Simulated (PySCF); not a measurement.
The system is C2H2, in a box.

```
CELL_PARAMETERS angstrom
10.00000 0.00000 0.00000
0.00000 13.00000 0.00000
0.00000 0.00000 11.00000
ATOMIC_POSITIONS crystal
C 0.51685 0.45992 0.52131
C 0.48575 0.54332 0.48487
H 0.54452 0.38573 0.55372
H 0.45808 0.61750 0.45246
```

Base run:

```yaml
Program: PySCF 2.14.0
Functional: PBE
Potentials_or_basis: pob-tzvp-rev2 (all-electron)
k_mesh: 1 × 1 × 1
Occupations: fixed
Spin: no spin polarisation
```

Its results: gap between the frontier levels 7.32 eV.

The run is repeated on the same cell with these changes: functional from PBE to TM. What comes out?

Gap between the frontier levels 7.62 eV.

TM gives the wider gap, since meta-GGAs in the generalised Kohn-Sham scheme recover part of the derivative discontinuity.

Caveats: this is a molecule in a periodic box at the Γ point, so its band gap is the HOMO-LUMO gap; the basis of atomic orbitals isn't converged, which shifts pressures, moduli and gaps.

